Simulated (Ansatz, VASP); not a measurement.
## One calculation of Cu, two programs

```
Cu
1.0
    -0.00858    1.79575    1.80169
     1.82295   -0.02405    1.81716
     1.79533    1.78360    0.00357
Cu
1
Direct
  0.00146 0.97571 0.02932
```

Change from the starting cell: cell strained at random at fixed volume.

Alike in both runs: task single point; functional PBE; k mesh 13 × 13 × 13; occupations fermi-dirac, width 0.05 eV; no spin polarisation.

|  | VASP | Ansatz |
| --- | --- | --- |
| version | VASP 6.6.1 | Ansatz 0.2.0 |
| potentials or method | VASP PAW PBE potentials, release 64 (Cu) | Ansatz PAW |
| plane-wave cutoff (eV) | 520 | 420 |
| valence electrons in the cell | 11 | 19 |

VASP gave:

```
gap on the k mesh at the Fermi level (eV)       : none
pressure (GPa)                                  : 2.3
largest component of the traceless stress (GPa) : 1.59
```

Problem. Estimate Ansatz's values.

Solution. gap on the k mesh at the Fermi level (eV): none; pressure (GPa): 1.7; largest component of the traceless stress (GPa): 1.61.

A gap of «none» marks a metal or a gap that the smearing closes. The two sets of potentials don't hold the same shells in valence.
